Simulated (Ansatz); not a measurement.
# Zn: which structure wins at one pressure

Aim: bring Zn in several structures (fcc, bcc, hcp, beta tin, simple hexagonal, omega) to one pressure and rank them by enthalpy. The pressure is set by scaling the first phase. Methods of the runs shown: LAPW. Companion runs by PAW are cited.

Program: Ansatz 0.2.0. Level of theory: DFT, PBE, all-electron LAPW, scalar-relativistic. These are calculated values, not measurements.

## 1. The starting structure

The structure is cubic, space group Fm-3m (No. 225). The conventional cell has a = 3.940 Å, b = 3.940 Å, c = 3.940 Å, α = 90.00°, β = 90.00°, γ = 90.00°. Around Zn (site symmetry m-3m) lie 12 Zn at 2.79 Å.

As a file:

```cif
data_structure
_symmetry_space_group_name_H-M 'Fm-3m'
_symmetry_Int_Tables_number 225
_cell_length_a 3.9401
_cell_length_b 3.9401
_cell_length_c 3.9401
_cell_angle_alpha 90.000
_cell_angle_beta 90.000
_cell_angle_gamma 90.000
_cell_volume 61.17
loop_
_atom_site_label
_atom_site_type_symbol
_atom_site_symmetry_multiplicity
_atom_site_Wyckoff_symbol
_atom_site_fract_x
_atom_site_fract_y
_atom_site_fract_z
_atom_site_occupancy
Zn1 Zn 4 a 0.00000 0.00000 0.00000 1
```

The file gives the conventional cell by its symmetry; the runs use the cell typed in the input.

## 2. Fcc relaxed under pressure, LAPW

The input, input.yaml:

```yaml
crystal:
  lattice:
    - [0.0, 1.9700290763, 1.9700290763]
    - [1.9700290763, 0.0, 1.9700290763]
    - [1.9700290763, 1.9700290763, 0.0]
  atoms:
    - { symbol: Zn, position: [0.0, 0.0, 0.0] }
kpoints:
  mp_grid: { grid: [17, 17, 17] }
scf:
  occupations: { method: fermi_dirac, width: 0.1 }
hamiltonian:
  xc: pbe
  pseudopotentials: { kind: all_electron, lapw: { basis_error: 0.0005 } }
output:
  forces: true
  stress: true
  eigenvalues: true
relax:
  f_tol: 0.005
  max_steps: 12
  cell: { p_target: -0.51, stress_tol: 0.03 }
```

Started as:

```bash
$ ansatz run input.yaml --threads 1 --pin off --max-ram 3584MiB --backend cpu --events-out ev --progress --plain --runs-dir out
```

Log, shortened:

```text
[...]
LAPW: plane waves up to 8.521 Å⁻¹, error target 5.0e-4 eV per atom; small_component_spin mean_spin; Zn in spheres of 1.351 Å, 20 of its electrons in bands, Dirac shells []
[...]
Pseudopotentials: kind: all_electron
Pseudopotential: Zn, LAPW, valence charge 20, Koelling and Harmon's equation, gaussian nucleus
Functional definition: PBE
[...]
Crystal: 1 atoms, lattice volume = 15.291 Å³
Basis set: ecut = 276.6472246153997 eV, 169 PW (Γ), exchange–correlation at level 2
Bands: 14, of which v1, the nominal top of the filled ones, is band 10 counted from 1 (9 counted from 0)
Symmetry: 48 space group operations
Space group: Fm-3m (ITA 225), of the structure as read, at distance tolerance 2.5e-5 Å
k-points: 165 of 4913
[...]
SCF iter   1: F=—  HF=-48873.106928 eV  |F-HF|=—  |Δ(HF+E_count)|=         —  Δρ=1.73e-2  dr2=2.61e-2  ethr=1.30e-4  ⟨swp⟩=3.1  Hψ=15993  notcnv=0
[...]
relax step   1: F+E_penalty+E_count = -48873.00508524 eV  Δ(F+E_penalty+E_count) = +0.000e0 eV  max|allowed force component| = 0.000e0 eV/Å  Δτ_max = 0.0000 Å  P = -0.503 GPa  Ω = 15.291 Å³  (6 SCF iters, accepted)
[...]
relax step   2: F+E_penalty+E_count = -48873.00508525 eV  Δ(F+E_penalty+E_count) = -8.433e-9 eV  max|allowed force component| = 0.000e0 eV/Å  Δτ_max = 0.0000 Å  P = -0.505 GPa  Ω = 15.291 Å³  stress off target by 5.10e-3 GPa  SCF on the basis re-selected at this cell (its energy is not [...]
SCF converged after 2 iterations
Free energy (F): -48873.005085 eV
[...]
E sigma→0 (E₀):  -48873.000120 eV
Entropy (-TS):   -0.009930 eV (-9.930 meV/atom)
Fermi energy:    13.725224 eV
[...]
--- Forces (eV/Å), atoms counted from 1 ---
  atom   1  Zn     0.00000000    -0.00000000     0.00000000
[...]
--- Stress (GPa, compression-positive) ---
       -0.504903      -0.000000       0.000000
       -0.000000      -0.504903      -0.000000
        0.000000      -0.000000      -0.504903
  P = ⅓ Tr σ = -0.5049 GPa (-5.049 kbar)
--- Band table (eV; the first three rows and the last of 165) ---
  k-point 0: bands = ["-112.7055", "-66.8507", "-66.8507", "-66.8507", "3.4463", "6.1756", "6.1756", "6.1756", "6.5511", "6.5511", "31.8310", "31.8310", "31.8310", "32.2455"]
[...]
--- Relaxed structure (1 steps of the walk, 1 accepted, 1 SCFs on fresh bases) ---
  F+E_penalty+E_count = -48873.00508525 eV   max|allowed force component| = 0.000e0 eV/Å   (the final SCF, on the basis selected at the relaxed cell)
  cell:  # Å, volume = 15.2914 Å³
    - [0.0, 1.9700290763, 1.9700290763]
    - [1.9700290763, 0.0, 1.9700290763]
    - [1.9700290763, 1.9700290763, 0.0]
  atoms:
    - { symbol: Zn, position: [0.0, 0.0, 0.0] }
```

Run time: 9 s. Hardware: 1 thread of Intel Xeon 6975P-C (Granite Rapids), shared host; peak memory 0.38 GiB.

Step by step:

```tsv
step	energy from step 1 (eV/cell)	largest force component (eV/Å)	pressure (GPa)	volume (Å³)
1	0.0000	0.0000	-0.50	15.29
2	0.0000	0.0000	-0.50	15.29
```

Step 1 is the start. Step 2 repeats the geometry before on a plane-wave basis chosen anew for that cell, so the energy can jump there without any move; the table keeps such jumps.

| input's cell | before | after | change |
| --- | --- | --- | --- |
| a (Å) | 2.786 | 2.786 | +0.0 % |
| b (Å) | 2.786 | 2.786 | +0.0 % |
| c (Å) | 2.786 | 2.786 | +0.0 % |
| volume (Å³/atom) | 15.29 | 15.29 | +0.0 % |

Result: pressure -0.50 GPa; no gap.

## 3. Bcc relaxed under pressure, LAPW

Changes to input.yaml since step 2:

```diff
@@ -2,5 +2,5 @@
   lattice:
-    - [0.0, 1.9700290763, 1.9700290763]
-    - [1.9700290763, 0.0, 1.9700290763]
-    - [1.9700290763, 1.9700290763, 0.0]
+    - [-1.5702769906, 1.5702769906, 1.5702769906]
+    - [1.5702769906, -1.5702769906, 1.5702769906]
+    - [1.5702769906, 1.5702769906, -1.5702769906]
   atoms:
```

Started as:

```bash
$ ansatz run input.yaml --threads 1 --pin off --max-ram 3584MiB --backend cpu --events-out ev --progress --plain --runs-dir out
```

Log, shortened:

```text
[...]
LAPW: plane waves up to 8.770 Å⁻¹, error target 5.0e-4 eV per atom; small_component_spin mean_spin; Zn in spheres of 1.319 Å, 20 of its electrons in bands, Dirac shells []
[...]
Pseudopotentials: kind: all_electron
Pseudopotential: Zn, LAPW, valence charge 20, Koelling and Harmon's equation, gaussian nucleus
Functional definition: PBE
[...]
Crystal: 1 atoms, lattice volume = 15.488 Å³
Basis set: ecut = 293.03603462405965 eV, 177 PW (Γ), exchange–correlation at level 2
Bands: 14, of which v1, the nominal top of the filled ones, is band 10 counted from 1 (9 counted from 0)
Symmetry: 48 space group operations
Space group: Im-3m (ITA 229), of the structure as read, at distance tolerance 2.5e-5 Å
k-points: 165 of 4913
[...]
SCF iter   1: F=—  HF=-48873.039944 eV  |F-HF|=—  |Δ(HF+E_count)|=         —  Δρ=1.92e-2  dr2=3.83e-2  ethr=1.91e-4  ⟨swp⟩=3.1  Hψ=15930  notcnv=0
[...]
Fermi energy:    13.641543 eV
[...]
--- Forces (eV/Å), atoms counted from 1 ---
  atom   1  Zn    -0.00000000    -0.00000000    -0.00000000
[...]
--- Stress (GPa, compression-positive) ---
       -0.496753      -0.000000       0.000000
       -0.000000      -0.496753      -0.000000
        0.000000      -0.000000      -0.496753
  P = ⅓ Tr σ = -0.4968 GPa (-4.968 kbar)
--- Band table (eV; the first three rows and the last of 165) ---
  k-point 0: bands = ["-112.9025", "-67.0485", "-67.0485", "-67.0485", "3.3279", "5.9290", "5.9290", "5.9290", "6.4252", "6.4252", "32.5519", "32.5519", "32.5519", "34.0138"]
[...]
--- Relaxed structure (1 steps of the walk, 1 accepted, 1 SCFs on fresh bases) ---
  F+E_penalty+E_count = -48872.94219537 eV   max|allowed force component| = 0.000e0 eV/Å   (the final SCF, on the basis selected at the relaxed cell)
  cell:  # Å, volume = 15.4878 Å³
    - [-1.5702769906, 1.5702769906, 1.5702769906]
    - [1.5702769906, -1.5702769906, 1.5702769906]
    - [1.5702769906, 1.5702769906, -1.5702769906]
  atoms:
    - { symbol: Zn, position: [0.0, 0.0, 0.0] }
```

Run time: 9.6 s. Hardware: 1 thread of Intel Xeon 6975P-C (Granite Rapids), shared host; peak memory 0.39 GiB.

Relaxation path:

```tsv
step	energy from step 1 (eV/cell)	largest force component (eV/Å)	pressure (GPa)	volume (Å³)
1	0.0000	0.0000	-0.50	15.49
2	0.0000	0.0000	-0.50	15.49
```

Step 1 is the start. Step 2 repeats the geometry before on a plane-wave basis chosen anew for that cell, so the energy can jump there without any move; the table keeps such jumps.

| input's cell | before | after | change |
| --- | --- | --- | --- |
| a (Å) | 2.720 | 2.720 | -0.0 % |
| b (Å) | 2.720 | 2.720 | -0.0 % |
| c (Å) | 2.720 | 2.720 | -0.0 % |
| volume (Å³/atom) | 15.49 | 15.49 | -0.0 % |

Read from it: pressure -0.50 GPa; no gap.

## 4. Hcp relaxed under pressure, LAPW

The input, input.yaml:

```yaml
crystal:
  lattice:
    - [2.6686296908, 0.0, 0.0]
    - [-1.3343148454, 2.3111011055, 0.0]
    - [0.0, 0.0, 4.9352405036]
  atoms:
    - { symbol: Zn, position: [0.3333333333, 0.6666666667, 0.25] }
    - { symbol: Zn, position: [0.6666666667, 0.3333333333, 0.75] }
kpoints:
  mp_grid: { grid: [16, 16, 9] }
scf:
  occupations: { method: fermi_dirac, width: 0.1 }
hamiltonian:
  xc: pbe
  pseudopotentials: { kind: all_electron, lapw: { basis_error: 0.0005 } }
output:
  forces: true
  stress: true
  eigenvalues: true
relax:
  f_tol: 0.005
  max_steps: 12
  cell: { p_target: -0.51, stress_tol: 0.03 }
```

Started as:

```bash
$ ansatz run input.yaml --threads 1 --pin off --max-ram 3584MiB --backend cpu --events-out ev --progress --plain --runs-dir out
```

Log, shortened:

```text
[...]
LAPW: plane waves up to 8.971 Å⁻¹, error target 5.0e-4 eV per atom; small_component_spin mean_spin; Zn in spheres of 1.294 Å, 20 of its electrons in bands, Dirac shells []
[...]
Pseudopotentials: kind: all_electron
Pseudopotential: Zn, LAPW, valence charge 20, Koelling and Harmon's equation, gaussian nucleus
Functional definition: PBE
[...]
Crystal: 2 atoms, lattice volume = 30.438 Å³
Basis set: ecut = 306.59528526387345 eV, 363 PW (Γ), exchange–correlation at level 2
Bands: 24, of which v1, the nominal top of the filled ones, is band 20 counted from 1 (19 counted from 0)
Symmetry: 24 space group operations
Space group: P63/mmc (ITA 194), of the structure as read, at distance tolerance 3.1e-5 Å
k-points: 150 of 2304
[...]
SCF iter   1: F=—  HF=-97746.274593 eV  |F-HF|=—  |Δ(HF+E_count)|=         —  Δρ=2.16e-2  dr2=8.98e-2  ethr=2.24e-4  ⟨swp⟩=2.9  Hψ=23627  notcnv=0
[...]
--- Forces (eV/Å), atoms counted from 1 ---
  atom   1  Zn     0.00000000     0.00000000     0.00000000
  atom   2  Zn     0.00000000    -0.00000000     0.00000000
[...]
--- Stress (GPa, compression-positive) ---
       -0.490104       0.000000       0.000000
        0.000000      -0.490104       0.000000
        0.000000       0.000000      -0.496508
  P = ⅓ Tr σ = -0.4922 GPa (-4.922 kbar)
--- Band table (eV; the first three rows and the last of 150) ---
[... band rows left out ...]
[...]
--- Relaxed structure (1 steps of the walk, 1 accepted, 1 SCFs on fresh bases) ---
  F+E_penalty+E_count = -97746.05523103 eV   max|allowed force component| = 1.156e-17 eV/Å   (the final SCF, on the basis selected at the relaxed cell)
  cell:  # Å, volume = 30.4380 Å³
    - [2.668629690784867, 0.0, 0.0]
    - [-1.3343148453924334, 2.3111011055131057, 0.0]
    - [0.0, 0.0, 4.9352405036]
  atoms:
    - { symbol: Zn, position: [0.33333333333333337, 0.6666666666666667, 0.25] }
    - { symbol: Zn, position: [0.6666666666666667, 0.33333333333333337, 0.7500000000000001] }
```

Run time: 20 s. Hardware: 1 thread of Intel Xeon 6975P-C (Granite Rapids), shared host; peak memory 0.56 GiB.

Step by step:

```tsv
step	energy from step 1 (eV/cell)	largest force component (eV/Å)	pressure (GPa)	volume (Å³)
1	0.0000	0.0000	-0.49	30.44
2	0.0000	0.0000	-0.49	30.44
```

Step 1 is the start. Step 2 repeats the geometry before on a plane-wave basis chosen anew for that cell, so the energy can jump there without any move; the table keeps such jumps.

| input's cell | before | after | change |
| --- | --- | --- | --- |
| a (Å) | 2.669 | 2.669 | +0.0 % |
| b (Å) | 2.669 | 2.669 | +0.0 % |
| c (Å) | 4.935 | 4.935 | +0.0 % |
| volume (Å³/atom) | 15.22 | 15.22 | +0.0 % |

In short: pressure -0.49 GPa; no gap.

[end of part 1 of 2]
